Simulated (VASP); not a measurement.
The system is Bi.

```
CELL_PARAMETERS angstrom
2.26750 1.30914 3.93800
-2.26750 1.30914 3.93800
0.00000 -2.61828 3.93800
ATOMIC_POSITIONS crystal
Bi 0.76600 0.76600 0.76600
Bi 0.23400 0.23400 0.23400
```

Base run:

| Item | Value |
| --- | --- |
| Program | VASP 6.6.1 |
| Functional | r2SCAN |
| Potentials or basis | VASP PAW PBE potentials, release 64 (Bi_d) |
| Cutoff | 520 eV |
| k mesh | 8 × 8 × 8 |
| Occupations | gaussian, width 0.02 eV |
| Spin | no spin polarisation |

Its results: pressure 1.2 GPa; largest force 0.010 eV/Å.

Q: The run is repeated on the same cell with these changes: functional from r2SCAN to PBE. What comes out?

A: Pressure 2.1 GPa; largest force 0.187 eV/Å.

Caveats: the PAW data sets were made with another functional, which shifts forces and pressure a little (some runs).
